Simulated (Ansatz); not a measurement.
In under changes of volume

One of the cells (26.686 Å³/atom); the others are scaled copies at fixed shape and fractional positions:

```
In
1.0
    -1.88253    1.88253    1.88253
     1.88253   -1.88253    1.88253
     1.88253    1.88253   -1.88253
In
1
Direct
  0.00000 0.00000 0.00000
```

This isn't the form of In at room conditions, which is tetragonal.

| Item | Value |
| --- | --- |
| Program | Ansatz 0.2.0 |
| Functional | LDA |
| Potentials or basis | all-electron LAPW, scalar-relativistic |
| Cutoff | 178 eV (chosen from the basis error) |
| Basis error allowed | 0.001 eV/atom |
| k mesh | 10 × 10 × 10 |
| Occupations | fermi-dirac, width 0.05 eV |
| Spin | no spin polarisation |

```csv
volume (Å³/atom),energy over the lowest point (meV/atom),pressure (GPa)
25.085,0.00,-0.5
25.618,3.19,-1.4
26.152,9.02,-2.1
26.686,17.22,-2.8
27.220,27.57,-3.4
27.753,?,?
28.287,53.89,-4.5
```

Problem. What does the run at 27.753 Å³/atom give?

Solution. Energy over the lowest point 39.86 meV/atom; pressure -4.0 GPa.

Worked out: A Birch-Murnaghan fit of order 3 (a polynomial in V^(-2/3)) to the other rows has its minimum at 24.76 Å³/atom, just outside them, with B0 = V·E''(V) = 43 GPa and B' = 3.7. It gives 39.84 meV/atom at 27.753 Å³/atom, against the run's 39.86, and -dE/dV = -4.0 GPa, against -4.0.

Energies are extrapolated to zero smearing.
